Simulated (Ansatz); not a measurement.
# 2H-NbSTe bilayer (2H stacking) in a perpendicular field, part 3 of 3

Wanted: the out-of-plane response of the 2H-NbSTe bilayer (2H stacking). A positive field points along +c.

Ansatz 0.2.0; plane-wave DFT, PBE-D4, Ansatz PAW (the session's first sound run).

So far. Step 7 (Atoms held, field 0.2 V/Å): The dipole is 0.106 e·Å, 0.142 e·Å from its value without field. Step 8 (Single point, field 0.3 V/Å): The dipole is 0.177 e·Å, 0.213 e·Å from its value without field.

### Step 9. Response, atoms held

This step: plane-wave DFT, PBE-D4, Ansatz PAW; response to a field along the normal, atoms held (Ansatz 0.2.0).

The dipoles give the slope, and the difference of two potentials shows where the field is screened.

This step gave:

```yaml
equivalent_conductor_thickness_p_eps_0ae: 12.16 Å
distance_between_the_outer_atoms: 9.861 Å
```

Table of dipole of the cell by applied field:

| applied field (V/Å) | dipole of the cell (e·Å) |
| --- | --- |
| -0.050 | -0.0714 |
| 0.000 | -0.0360 |
| 0.050 | -5.8e-4 |
| 0.100 | 0.0349 |
| 0.200 | 0.106 |
| 0.300 | 0.177 |

Local field over the applied field, running mean. From the potentials at -0.05 and 0.05 V/Å; running mean over 2.5 Å. Local field over applied field against z:

z (Å), local field over applied field and a bar from the least value:
```
      4.5      0.997 ##############################
      5.0      0.991 ##############################
      5.5      0.976 #############################
      6.0      0.938 ############################
      6.5      0.857 ##########################
      7.0      0.720 ######################
      7.5      0.554 #################
      8.0      0.380 ############
      8.5      0.217 #######
      9.0      0.100 ###
      9.5      0.054 ##
     10.0      0.031 #
     10.5      0.016 #
     11.0      0.018 #
     11.5      0.017 #
     12.0      0.000 
     12.5     -0.007 
     13.0     -0.006 
     13.5     -0.010 
     14.0     -0.012 
     14.5     -0.011 
     15.0     -0.009 
     15.5     -0.009 
     16.0     -0.005 
     16.5      0.004 
     17.0      0.010 #
     17.5      0.019 #
     18.0      0.043 ##
     18.5      0.103 ###
     19.0      0.218 #######
     19.5      0.381 ############
     20.0      0.563 #################
     20.5      0.737 ######################
     21.0      0.875 ##########################
     21.5      0.952 #############################
     22.0      0.984 ##############################
     22.5      0.995 ##############################
     23.0      0.999 ##############################
     23.5      1.000 ##############################
```

Electrons, planar mean, per unit field. The induced electron density by z:

| z (Å) | induced electron density (e/Å³ per V/Å) |
| --- | --- |
| 4.5 | 1.3e-5 |
| 5.0 | 3.9e-5 |
| 5.5 | 1.1e-4 |
| 6.0 | 3.1e-4 |
| 6.5 | 7.8e-4 |
| 7.0 | 0.00177 |
| 7.5 | 0.00311 |
| 8.0 | 0.00292 |
| 8.5 | 9.6e-4 |
| 9.0 | 8.8e-4 |
| 9.5 | 4.5e-4 |
| 10.0 | -7.5e-4 |
| 10.5 | -6.0e-4 |
| 11.0 | 0.00158 |
| 11.5 | -4.9e-4 |
| 12.0 | -1.0e-4 |
| 12.5 | 2.0e-4 |
| 13.0 | 4.4e-5 |
| 13.5 | -3.2e-6 |
| 14.0 | 1.4e-5 |
| 14.5 | 1.8e-5 |
| 15.0 | -8.2e-5 |
| 15.5 | -7.7e-5 |
| 16.0 | 1.2e-4 |
| 16.5 | -3.0e-5 |
| 17.0 | -2.3e-4 |
| 17.5 | -4.8e-4 |
| 18.0 | 6.0e-4 |
| 18.5 | -7.0e-4 |
| 19.0 | -9.6e-4 |
| 19.5 | -0.00329 |
| 20.0 | -0.00337 |
| 20.5 | -0.00169 |
| 21.0 | -6.4e-4 |
| 21.5 | -2.1e-4 |
| 22.0 | -6.7e-5 |
| 22.5 | -1.9e-5 |
| 23.0 | -5.5e-6 |
| 23.5 | -1.5e-6 |

By hand: between -0.05 and 0.05 V/Å the dipole changes by 0.07083 e·Å, a slope of 0.7083 e·Å²/V. A perfect conductor of thickness t has p = ε₀AEt, so t = 180.95 × 0.7083 / 10.541 = 12.16 Å (e/ε₀ = 180.95 V·Å, A in Å²).

The induced dipole is that of a conductor 12.16 Å thick.

### Step 10. Varying the input

This step: plane-wave DFT, PBE-D4, Ansatz PAW, but for the change named below (Ansatz 0.2.0).

A run with a changed input: it repeats the earlier run at 0.05 V/Å with hamiltonian.pseudopotentials to kind: paw_fr, magnetization to noncollinear: true, spin_orbit: true and crystal.symmetry to detect: false.

input.yaml reads:

```yaml
crystal:
  lattice:
    - [3.4887743201, 0.0, 0.0]
    - [-1.74438716, 3.0213671893, 0.0]
    - [0.0, 0.0, 27.8610454055]
  atoms:
    - { symbol: Te, position: [0.3333333333, 0.6666666667, 0.3230316691] }
    - { symbol: Nb, position: [0.0, 0.0, 0.3932242295] }
    - { symbol: S, position: [0.3333333333, 0.6666666667, 0.444296563] }
    - { symbol: Te, position: [0.0, 0.0, 0.5556732768] }
    - { symbol: Nb, position: [0.3333333333, 0.6666666667, 0.6263209349] }
    - { symbol: S, position: [0.0, 0.0, 0.6769683309] }
  symmetry: { detect: false }
kpoints:
  mp_grid: { grid: [18, 18, 1] }
  band_path:
    path: [[0, 0, 0], [0.5, 0, 0], [0.33333333, 0.33333333, 0], [0, 0, 0]]
    npoints: 16
hamiltonian:
  xc: pbe
  dispersion: d4
  pseudopotentials: { kind: paw_fr }
scf:
  occupations: { method: fermi_dirac, width: 0.02585 }
  convergence: { dr2_threshold: 1.0e-10 }
efield:
  axis: 3
  dipole_correction: true
  ramp_position: 0.97
  ramp_width: 0.06
  amplitude: 0.05
output:
  write_potential: true
  write_density: true
  volumetric_format: npy
magnetization:
  noncollinear: true
  spin_orbit: true
```

Started as:

```
$ ansatz run input.yaml --threads 4 --pin off --max-ram 6144MiB --backend cpu --events-out ev --progress --plain --runs-dir out
```

Numbers of over 12 decimals in the logs are rounded to 6 here.

The program printed:

```text
[...]
non-collinear run that drives no moment, with spin-orbit: no starting moment large enough to seed its density (crystal.atoms[].spin), no starting occupations that ask for one, no magnetisation constraint and no magnetic field, so the semilocal B_xc is pinned to zero
Crystal: 6 atoms, lattice volume = 293.680 Å³
Basis set: ecut = 420 eV, 5703 PW (Γ)
Bands: 84, of which v1, the nominal top of the filled ones, is band 70 counted from 1 (69 counted from 0)
Symmetry: 1 space group operations
k-points: 324
Projection manifold: j_resolved (fully-relativistic pseudo-atomic orbitals)
[...]
SCF iter   1: F=—  HF=-24884.936710 eV  |F-HF|=—  |Δ(HF+E_count)|=         —  Δρ=4.32e-2  dr2=9.49e0  dr2_m=6.58e-9 (ungated)  ethr=1.35e-2  |M|=1.02e-4 ∫|m|=4.64e-4 μB  |m|>n=0.0e0 m-floor=0.0e0 τ_xc=0.0e0  β_m=1.00  p=0.036 e·Å  D=2.21e-2 V/Å  ΔV_dip=-0.62 eV  dr2_dipole=1.56e-1  V_vac-E_F(+/−)=6.07/5.41 eV  ⟨swp⟩=2.6  Hψ=151795  notcnv=0
[...]
spin=Noncollinear: LDOS preconditioning applied to the charge; magnetization (m_x, m_y, m_z) channels mix plain (no charge-response kernel on spin).
SCF iter   2: F=—  HF=-24882.597049 eV  |F-HF|=—  |Δ(HF+E_count)|=    2.34e0  Δρ=2.36e-2  dr2=2.46e0  dr2_m=2.68e-8 (ungated)  ethr=1.35e-2  |M|=1.02e-4 ∫|m|=6.16e-4 μB  |m|>n=0.0e0 m-floor=0.0e0 τ_xc=0.0e0  β_m=0.88  p=0.002 e·Å  D=1.30e-3 V/Å  ΔV_dip=-0.04 eV  dr2_dipole=2.94e-2  V_vac-E_F(+/−)=5.19/3.95 eV  ⟨swp⟩=4.0  Hψ=71880  notcnv=0
[...]
SCF iter  16: F=-24882.533668 eV  HF=-24882.533668 eV  |F-HF|=4.37e-11  |Δ(HF+E_count)|=  4.37e-11  Δρ=6.81e-8  dr2=2.74e-11  dr2_m=9.62e-17 (ungated)  ethr=1.89e-12 (applied; sched 1.20e-12)  |M|=2.31e-10 ∫|m|=3.21e-8 μB  |m|>n=0.0e0 m-floor=0.0e0 τ_xc=0.0e0  p=-0.002 e·Å  D=-1.06e-3 V/Å  ΔV_dip=0.03 eV  dr2_dipole=2.04e-12  V_vac-E_F(+/−)=5.85/4.55 eV  ⟨swp⟩=3.1  Hψ=50975  notcnv=0
SCF 1 converged in 16 iterations: F = -24882.533668 eV  dr2 = 2.74e-11
[...]
WARN: The input density's exchange-correlation potential varies sharply where the density is thin. Do not read a vacuum level from v_tot or v_xc, or from such a field of the output density. On a cell that repeats whose density bears no net charge and no dipole along the vacuum's axis use v_es (v_loc + v_h of the components); under efield.dipole_correction with no amplitude use v_es + v_field, which holds any external [...]
SCF converged after 16 iterations
the last check of whether an eigenvalue changes by more than its tolerance under the output density was not made (no_room)
Magnetization: |M| = 0.0000 μB,  M = (+0.0000, -0.0000, -0.0000) μB
Absolute magnetization: 0.0000 μB (∫|m|, with the PAW one-centre terms)
  site 0: m = (+0.0000, +0.0000, +0.0000) μB, |m| = 0.0000 μB  (R = 1.16 Å)
  site 1: m = (-0.0000, -0.0000, -0.0000) μB, |m| = 0.0000 μB  (R = 1.02 Å)
  site 2: m = (+0.0000, -0.0000, +0.0000) μB, |m| = 0.0000 μB  (R = 1.02 Å)
  site 3: m = (+0.0000, -0.0000, +0.0000) μB, |m| = 0.0000 μB  (R = 1.16 Å)
  site 4: m = (-0.0000, -0.0000, -0.0000) μB, |m| = 0.0000 μB  (R = 1.01 Å)
  site 5: m = (+0.0000, +0.0000, -0.0000) μB, |m| = 0.0000 μB  (R = 1.01 Å)
Free energy (F): -24882.533668 eV
[...]
Internal energy: -24882.513914 eV  (E = F + TS)
E sigma→0 (E₀):  -24882.523791 eV
Entropy (-TS):   -0.019753 eV (-3.292 meV/atom)
Fermi energy:    2.234610 eV
Dipole field:    D = -0.001058 V/Å  (p = -0.001717 e·Å, saw-weighted, corrected)
Work function:   not extracted (applied field tilts the vacuum); planar V_es + V_field profile in the machine report
[...]
--- Band table (eV; the first three rows and the last of 324) ---
  k-point 0: bands = [... 66 lower, 1.9195, 1.9195, 3.0481, 3.0481, 3.3643, 3.3643, 4.9863, 4.9863, ... 10 higher]
  k-point 1: bands = [... 66 lower, 1.8636, 1.8705, 3.0126, 3.0256, 3.2679, 3.2788, 4.9504, 4.9898, ... 10 higher]
  k-point 2: bands = [... 66 lower, 1.7311, 1.7656, 2.8981, 2.9191, 3.0126, 3.0204, 4.7333, 4.7717, ... 10 higher]
  k-point 323: bands = [... 66 lower, 1.7930, 1.8170, 2.9401, 2.9613, 3.0954, 3.1061, 4.8163, 4.8324, ... 10 higher]
```

The job ended after 27 min (4 threads of Arm Neoverse V2, shared host; peak memory 5.9 GiB).

This step gave:

| Property | Result |
| --- | --- |
| energy at zero smearing | -24882.5238 eV |
| dipole along the normal | -0.001717 e·Å |

The electronic bands at the labelled points (eV, zero at the Fermi level):

| point | band 65 | band 66 | band 67 | band 68 | band 69 | band 70 | band 71 | band 72 |
| --- | --- | --- | --- | --- | --- | --- | --- | --- |
| Γ | -0.35 | -0.35 | -0.32 | -0.32 | 0.81 | 0.81 | 1.13 | 1.13 |
| halfway | -0.69 | -0.66 | -0.64 | -0.62 | -0.12 | -0.10 | 0.00 | 0.03 |
| M | -0.53 | -0.53 | -0.43 | -0.43 | -0.33 | -0.33 | -0.22 | -0.22 |
| halfway | -1.57 | -1.56 | -1.45 | -1.40 | 0.03 | 0.05 | 0.15 | 0.18 |
| K | -1.67 | -1.63 | -1.51 | -1.51 | 0.11 | 0.14 | 0.29 | 0.32 |
| halfway | -1.13 | -1.10 | -0.95 | -0.90 | -0.06 | -0.01 | 0.03 | 0.08 |
| Γ | -0.35 | -0.35 | -0.32 | -0.32 | 0.81 | 0.81 | 1.13 | 1.13 |

| quantity | this run | earlier run | difference |
| --- | --- | --- | --- |
| dipole along the normal (e·Å) | -0.001717 | -5.82e-4 | -0.0011 |

It moves by -0.00113 e·Å.

Of the bands kept, 4 cross the Fermi level on this path (spinor bands, one electron each).

### Step 11. Varying the input

This step: plane-wave DFT, PBE-D4, Ansatz PAW (Ansatz 0.2.0).

An input spoilt on purpose, to show how the run answers: it repeats the earlier run at 0.05 V/Å with efield.ramp_width from 0.06 to 0.9, and scf.max_iter set to 50.

input.yaml: that of step 10 with these lines changed.

```diff
@@ -12,3 +12,2 @@
     - { symbol: S, position: [0.0, 0.0, 0.6769683309] }
-  symmetry: { detect: false }
 kpoints:
@@ -21,3 +20,2 @@
   dispersion: d4
-  pseudopotentials: { kind: paw_fr }
 scf:
@@ -25,2 +23,3 @@
   convergence: { dr2_threshold: 1.0e-10 }
+  max_iter: 50
 efield:
@@ -29,3 +28,3 @@
   ramp_position: 0.97
-  ramp_width: 0.06
+  ramp_width: 0.9
   amplitude: 0.05
@@ -35,4 +34 @@
   volumetric_format: npy
-magnetization:
-  noncollinear: true
-  spin_orbit: true
```

The program printed:

```text
Engine: ansatz 0.2.0, aarch64-unknown-linux-gnu
Pseudopotentials: kind: paw
Pseudopotential: Te, paw, valence charge 16, recommended cutoff 420 eV (normal), Te.paw.azcp
Pseudopotential: Nb, paw, valence charge 13, recommended cutoff 420 eV (normal), Nb.paw.azcp
Pseudopotential: S, paw, valence charge 6, recommended cutoff 420 eV (normal), S.paw.azcp
Functional definition: PBE
  parameter kappa = 0.804
  parameter beta = 0.066725
  exchange = pbe_x(kappa = kappa, mu = beta*pi^2/3)
  correlation = pbe_c(beta = beta)
Crystal: 6 atoms, lattice volume = 293.680 Å³
Basis set: ecut = 420 eV, 5703 PW (Γ)
Bands: 42, of which v1, the nominal top of the filled ones, is band 35 counted from 1 (34 counted from 0)
Symmetry: 6 space group operations
Space group: P3m1 (ITA 156), of the structure as read, at distance tolerance 6.6e-5 Å
k-points: 37 of 324 (time reversal used)
Non-local potential: Te, projectors of the file, l = 0: 2, l = 1: 2, l = 2: 2, l = 3: 2
Non-local potential: Nb, projectors of the file, l = 0: 3, l = 1: 2, l = 2: 2, l = 3: 1
Non-local potential: S, projectors of the file, l = 0: 2, l = 1: 2, l = 2: 2
PAW form: soft (Blöchl's): semilocal exchange-correlation on the pseudo side does not see the compensation charge
PAW one-centre angular grid: Te, 590 points (default); XC on 64 Gauss nodes
PAW one-centre angular grid: Nb, 590 points (default); XC on 64 Gauss nodes
PAW one-centre angular grid: S, 110 points (default); XC on 64 Gauss nodes
Initial density: superposition of atomic densities (neutral atoms: chi_scale 0, normalization atom, screened)
Initial wavefunctions: pseudopotential atomic-orbital guess
Functional: x = pbe(κ = 0.804, μ = 0.219515), c = pbe(β = 0.066725)
Error: efield: ion 0 (Te) at fractional coordinate 0.3230 along the field axis lies inside the sawtooth ramp with 2 of the planes that the density is read on at each end, [0.9596, 0.8804] — the ramp must sit in vacuum (an ion there feels the fictitious reversed slope); set or move the ramp (efield.ramp_position / ramp_width) or move the geometry
```

Elapsed: 0.3 s, on 4 threads; peak memory 0.42 GiB.

The program refused the input before any cycle.

The program's message: “Error: efield: ion 0 (Te) at fractional coordinate 0.3230 along the field axis lies inside the sawtooth ramp with 2 of the planes that the density is read on at each end, [0.9596, 0.8804] — the ramp m …”

The fault put into the input: a ramp so wide that it reaches the atoms.

### Step 12. Summary of results

```
gap without field                          : none
work function, upper face                  : 5.53 eV
step between the vacuum levels             : 0.618 eV
equivalent conductor thickness, atoms held : 12.2 Å
```

In words: The induced dipole equals that of a perfect conductor 12.16 Å thick, while the outer atoms lie 9.86 Å apart. The two faces differ: the vacuum level above lies 0.62 eV higher than the one below. There is no gap over 0.03 eV, with or without the field. The main runs have no spin polarisation; a magnetic state could lie lower and would change these results. Spin-orbit coupling enters in a check alone.

[Logs are printed without paths, hosts, clocks, repeated set-up lines and the standing remarks that a program may print on its own settings, such as how far it seeks lower states.]

[Hosts, paths, dates, database ids (printed as entryN), source tags and the programs' standing remarks are cut or masked in the printed files.]

[Maps of the electrostatic potential energy from Ansatz leave out the sawtooth potential of an applied field or a dipole correction, so their vacuum need not be flat; planar profiles and work functions include it.]
